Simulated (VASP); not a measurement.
Ag2O, 6 atoms in the cell. Symmetry: Pn-3m, No. 224, cubic system. The conventional cell has a = 4.754 Å, b = 4.754 Å, c = 4.754 Å, α = 90.00°, β = 90.00°, γ = 90.00°. Ag (site symmetry -3m) is surrounded by 2 O at 2.06 Å. Around O (site symmetry -43m) lie 4 Ag at 2.06 Å. The cell comes from a database or a generator and needn't be the stable form of this composition.

* Program: VASP 6.6.1
* Task: relaxation of cell and atoms
* Functional: LDA
* Potentials or basis: VASP PAW LDA potentials, release 64 (Ag, O)
* Cutoff: 600 eV
* k mesh: 8 × 8 × 8
* Occupations: gaussian, width 0.1 eV
* Spin: no spin polarisation
* Further INCAR settings: ALGO = Normal; EDIFF = 1e-07; IBRION = 2; EDIFFG = -0.005; NSW = 90; ISIF = 3

Potentials or basis: VASP PAW LDA potentials, release 64 (Ag, O).

Launch:

```sh
$ cat potpaw_LDA.64/Ag/POTCAR potpaw_LDA.64/O/POTCAR > POTCAR
$ mpirun -np 1 vasp_std > vasp.out
```

Hardware: 1 thread of Intel(R) Xeon(R) 6975P-C (Granite Rapids), with other jobs on the host.

Estimate the wall time of this run.

Wall time 3.2 min on 1 thread of Intel(R) Xeon(R) 6975P-C (Granite Rapids) (shared host), peak memory 0.27 GiB. Counts: scf iterations 36, k points 35, ion steps 3.
